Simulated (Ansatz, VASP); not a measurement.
**CaO in VASP and in Ansatz**

```
CELL_PARAMETERS angstrom
3.95631 0.00000 0.00000
-1.97816 3.42627 0.00000
0.00000 0.00000 4.74318
ATOMIC_POSITIONS crystal
Ca 0.33333 0.66667 0.75000
Ca 0.66667 0.33333 0.25000
O 0.33333 0.66667 0.25000
O 0.66667 0.33333 0.75000
```

Alike in both runs: task single point; functional PBEsol; k mesh 9 × 9 × 6; occupations gaussian, width 0.02 eV; no spin polarisation.

|  | VASP | Ansatz |
| --- | --- | --- |
| version | VASP 6.6.1 | Ansatz 0.2.0 |
| potentials or method | VASP PAW PBE potentials, release 64 (Ca_sv, O) | scalar-relativistic, plane waves, PAW |
| plane-wave cutoff (eV) | 520 | 600 |
| valence electrons in the cell | 32 | 32 |

|  | VASP | Ansatz | Ansatz less VASP |
| --- | --- | --- | --- |
| gap on the k mesh at the Fermi level (eV) | 3.12 | 3.14 | +0.012 |
| least direct gap on the mesh (eV) | 3.12 | 3.14 | +0.012 |
| pressure (GPa) | 0.5 | 0.0 | -0.55 |

Caveats: the PAW data sets were made with another functional, which shifts forces and pressure a little (VASP); an odd mesh through Γ misses points on the zone boundary, where band edges often lie.
